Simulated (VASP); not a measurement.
The system is Ti2Se3.

```xyz
5
Lattice="3.1994 1.8472 3.8281 -3.1994 1.8472 3.8281 0.0000 -3.6944 3.8281" Properties=species:S:1:pos:R:3 pbc="T T T"
Ti    0.0000    0.0000    9.8611
Ti    0.0000    0.0000    1.6231
Se   -1.5997   -0.9236    3.8281
Se    1.5997   -0.9236    3.8281
Se    0.0000    1.8472    3.8281
```

The cell was built by a generator and needn't be a form met in nature.

- Program: VASP 6.6.1
- Task: relaxation of cell and atoms
- Functional: PBE
- Potentials or basis: VASP PAW PBE potentials, release 64 (Ti_sv, Se)
- Cutoff: 520 eV
- k mesh: 3 × 3 × 3
- Occupations: gaussian, width 0.15 eV
- Spin: no spin polarisation

At the start: pressure -12.4 GPa; volume 27.15 Å³/atom.

**Question.** Where does the relaxation end?

**Answer.** Over 3 steps the energy falls by 409.2 meV/atom and the volume is 19.83 Å³/atom (-27.0 %); space group R-3m (No. 166, to 0.05 Å).

The path:
| step | energy change (eV) | largest force (eV/Å) | pressure (GPa) | volume (Å³) |
| --- | --- | --- | --- | --- |
| 1 | 0.0000 | 0.7740 | -12.45 | 135.74 |
| 2 | -2.0432 | 0.0288 | 0.81 | 98.33 |
| 3 | -2.0461 | 0.0117 | 0.46 | 99.15 |

Final structure:
```xyz
5
Lattice="2.9168 1.6840 3.3644 -2.9168 1.6840 3.3644 0.0000 -3.3680 3.3644" Properties=species:S:1:pos:R:3 pbc="T T T"
Ti    0.0000    0.0000    8.6349
Ti    0.0000    0.0000    1.4584
Se   -1.4584   -0.8420    3.3644
Se    1.4584   -0.8420    3.3644
Se    0.0000    1.6840    3.3644
```

Caveat: the k mesh is coarse (spacing up to 0.42 Å⁻¹), so the values aren't converged; the volume moved by over 15 % at a fixed basis, so the end points are rough.
